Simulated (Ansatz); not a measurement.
# Static equation of state of rock-salt KCl, displaced supercell (64 atoms)

The cell holds 64 atoms: 32 K and 32 Cl. Cell: a = 12.603 Å, b = 12.603 Å, c = 12.603 Å, α = 90.0°, β = 90.0°, γ = 89.9°. It derives from KCl (rock-salt), repeated 2×2×2. The starting structure: Rock-salt KCl (a = 6.293 Å), 2 x 2 x 2 conventional cells, xy shear strain +3 %; every coordinate displaced by a Gaussian of 0.07 Å.

Calculated with Ansatz 0.2.0: Kohn-Sham DFT, r2SCAN, PAW (set soft_2), plane waves; cutoff 500 eV, Γ point, gaussian smearing of 0.025 eV. Cell and atoms were relaxed first, to V0 = 31.275 Å³ an atom at a residual P0 = 0.005 GPa. The cell was then scaled evenly, and the atoms were relaxed at each volume.

| volume (Å³/atom) | pressure (GPa) |
| --- | --- |
| 28.147 | 2.632 |
| 29.398 | ? |
| 30.336 | 0.6347 |
| 32.213 | -0.5215 |
| 33.151 | -0.9625 |

Task: Fit the third-order Birch–Murnaghan equation to the rows given and interpolate to the withheld row.

Worked fit:

Take the Eulerian strain f = ½[(V0/V)^(2/3) − 1] and the normalised pressure F = (P − P0) / [3f(1 + 2f)^(5/2)]. The third-order Birch–Murnaghan equation is then the line F = B0 + (3/2)B0(B′ − 4) f, so u = f and v = F.

| u = f | v = F (GPa) |
| --- | --- |
| 0.0363829 | 20.1887 |
| 0.0102571 | 19.4506 |
| -0.00975682 | 18.8975 |
| -0.0190505 | 18.6553 |

With n = 4: mean u = 0.00445818, mean v = 19.2980, Σ(u − ū)² = 0.0018075, Σ(u − ū)(v − v̄) = 0.050121. Slope b = 0.050121 / 0.0018075 = 27.729; intercept a = v̄ − b ū = 19.174.

So B0 = a = 19.2 GPa and B′ = 4 + 2b/(3a) = 4.96. At the withheld volume f = 0.02106, F = a + b f = 19.76 GPa, and P = P0 + 3f(1 + 2f)^(5/2) F.

Prediction at 29.398: 1.389 GPa. The run gave 1.389 GPa, so the fit is low by 3.6e-4 GPa (0.026 % of the value).

B′ = 5.0 lies in the range of 3 to 6 that is common for dense crystals. Among the rows given, the largest miss of the fit is at 28.147, by 7.0e-4 GPa (0.020 % of the range of the table).

Limits: Static cells at zero temperature; the cell shape is held. The program notes that the SCF threshold of these relaxations is loose for the stress. Only the Γ point is sampled, in a cell whose shortest periodic width is 13 Å.

[Hosts, paths, dates, database ids (printed as entryN), source tags and the programs' standing remarks are cut or masked in the printed files.]
